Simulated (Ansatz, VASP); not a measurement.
Two plane-wave programs on BN

Contents of POSCAR:

```
BN
1.0
    0.0000000000      1.7842313441      1.7842313441
    1.7842313441      0.0000000000      1.7842313441
    1.7842313441      1.7842313441      0.0000000000
B N
1 1
Direct
    0.0000000000      0.0000000000      0.0000000000
    0.2500000000      0.2500000000      0.2500000000
```

Contents of INCAR.step1:

```
PREC = Accurate
ENCUT = 520
EDIFF = 1E-5
ISMEAR = -1
SIGMA = 0.05
LREAL = False
LASPH = True
NELM = 100
ALGO = Normal
ISIF = 2
LWAVE = True
LCHARG = False
GGA = PE
NBANDS = 11
```

Contents of INCAR.step2:

```
PREC = Accurate
ENCUT = 520
EDIFF = 1E-6
ISMEAR = -1
SIGMA = 0.05
LREAL = False
LASPH = True
NELM = 100
ALGO = Normal
ISIF = 2
LWAVE = False
LCHARG = False
GGA = PE
LHFCALC = True
HFSCREEN = 0.2079
PRECFOCK = Normal
ISTART = 1
NBANDS = 11
```

The input KPOINTS:

```
regular mesh
0
Gamma
  4 4 4
```

Input for Ansatz:

```yaml
crystal:
  lattice:
    - [0.0, 1.784231344072, 1.784231344072]
    - [1.784231344072, 0.0, 1.784231344072]
    - [1.784231344072, 1.784231344072, 0.0]
  atoms:
    - { symbol: B, position: [0.0, 0.0, 0.0] }
    - { symbol: "N", position: [0.25, 0.25, 0.25] }
kpoints:
  mp_grid: { grid: [4, 4, 4] }
hamiltonian:
  xc: hse06
  pseudopotentials: { kind: paw }
scf:
  occupations: { method: fermi_dirac, width: 0.05 }
  convergence: { dr2_threshold: "1e-10 eV" }
  exx: { energy_threshold: "2e-8 eV", singularity: regularized }
output:
  forces: true
  stress: true
  eigenvalues: true
```

Alike in both runs: task single point; functional HSE06; k mesh 4 × 4 × 4; occupations fermi-dirac, width 0.05 eV; no spin polarisation.

|  | VASP | Ansatz |
| --- | --- | --- |
| version | VASP 6.6.1 | Ansatz 0.2.0 development build |
| potentials or method | VASP PAW PBE potentials, release 64 (B, N) | plane waves, PAW datasets (generated soft set 1) |
| plane-wave cutoff (eV) | 520 | 420 |
| valence electrons in the cell | 8 | 8 |

Ansatz gave:

```
gap on the k mesh at the Fermi level (eV) : 5.86
```

Which values does VASP return?

gap on the k mesh at the Fermi level (eV): 5.85.

Caveats: the k mesh is coarse (spacing up to 0.76 Å⁻¹), so the values aren't converged, least of all with exact exchange. A k mesh can miss the band edges.
